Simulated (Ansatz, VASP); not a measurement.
# Two plane-wave programs on C

File INCAR:

```
SYSTEM = C
PREC     = Accurate       ! precision mode
ENCUT    = 520            ! plane-wave cutoff, eV
EDIFF    = 1E-6           ! SCF threshold, eV
ISMEAR   = 0              ! smearing method
SIGMA    = 0.05           ! smearing width, eV
LREAL    = .False.        ! projectors in reciprocal space
LASPH    = .True.         ! aspherical terms in the spheres
NELM     = 80             ! most SCF steps
ALGO     = Normal         ! electronic algorithm
ISIF     = 2              ! what is computed and relaxed
LWAVE    = .False.        ! write WAVECAR
LCHARG   = .False.        ! write CHGCAR
GGA      = PS             ! functional
NBANDS   = 11             ! bands
```

The input KPOINTS:

```
regular mesh
0
Gamma
  12 12 12
  0 0 0
```

The input POSCAR:

```
C
1.0
    0.0000000000      1.7276318446      1.9003950290
    1.7276318446      0.0000000000      1.9003950290
    1.7276318446      1.7276318446      0.0000000000
C
2
Direct
    0.5000000000      0.5000000000      0.5000000000
    0.7500000000      0.7500000000      0.7500000000
```

Input for Ansatz:

```yaml
crystal:
  lattice:
    - [0.0, 1.7276318446, 1.900395029]
    - [1.7276318446, 0.0, 1.900395029]
    - [1.7276318446, 1.7276318446, 0.0]
  atoms:
    - { symbol: C, position: [0.5, 0.5, 0.5] }
    - { symbol: C, position: [0.75, 0.75, 0.75] }
basis:
  ecutwfc: 420
kpoints:
  mp_grid: { grid: [12, 12, 12] }
hamiltonian:
  xc: pbesol
scf:
  occupations: { method: gaussian, width: 0.05 }
output:
  forces: true
  stress: true
  eigenvalues: true
```

Alike in both runs: task single point; functional PBEsol; k mesh 12 × 12 × 12; occupations gaussian, width 0.05 eV; no spin polarisation.

```csv
,VASP,Ansatz
version,VASP 6.6.1,Ansatz 0.2.0
potentials or method,"VASP PAW PBE potentials, release 64 (C)","scalar-relativistic, plane waves, PAW"
plane-wave cutoff (eV),520,420
valence electrons in the cell,8,8
```

|  | VASP | Ansatz | Ansatz less VASP |
| --- | --- | --- | --- |
| gap on the k mesh at the Fermi level (eV) | 2.85 | 2.85 | +0.006 |
| least direct gap on the mesh (eV) | 4.71 | 4.71 | +0.003 |
| pressure (GPa) | -3.5 | -4.6 | -1.01 |
| largest component of the traceless stress (GPa) | 63.98 | 64.01 | +0.028 |

Caveats: the PAW data sets were made with another functional, which shifts forces and pressure a little (VASP).
